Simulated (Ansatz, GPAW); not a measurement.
## Sn: 3 runs at one level of theory

```
Sn
1.0
    -2.94014    2.94014    1.59930
     2.94014   -2.94014    1.59930
     2.94014    2.94014   -1.59930
Sn
2
Cartesian
  0.0000 0.0000 0.0000
  0.0000 2.9401 0.7997
```

Alike in all runs: task band structure; functional RPBE; k mesh 9 × 9 × 9; occupations fermi-dirac, width 0.05 eV; no spin polarisation; no spin-orbit coupling. Pressure is positive in compression and, in plane waves, holds the error of the finite cutoff, which Ansatz's Pulay term estimates and takes out.

```csv
program and potentials,plane-wave cutoff (eV),notes,pressure (GPa)
"Ansatz, Ansatz PAW",420,"potentials made for PBE, which Ansatz adapts in part; Pulay term of +0.04 GPa included",2.86
"GPAW, the program's PAW data sets (release 1.2.1) made for this functional",600,-,2.59
"Ansatz, all-electron LAPW, scalar-relativistic",-,-,2.86
```

The pressure spans 2.59 (GPAW, the program's PAW data sets (release 1.2.1) made for this functional) to 2.86 GPa (Ansatz, Ansatz PAW), with all-electron results at 2.86. Some sets were made for another functional than the one run, which can shift their rows.

Differences between rows come from potentials, basis sets and numerical settings, since the functional is the same but for its coding. Runs on potential files found faulty are left out.
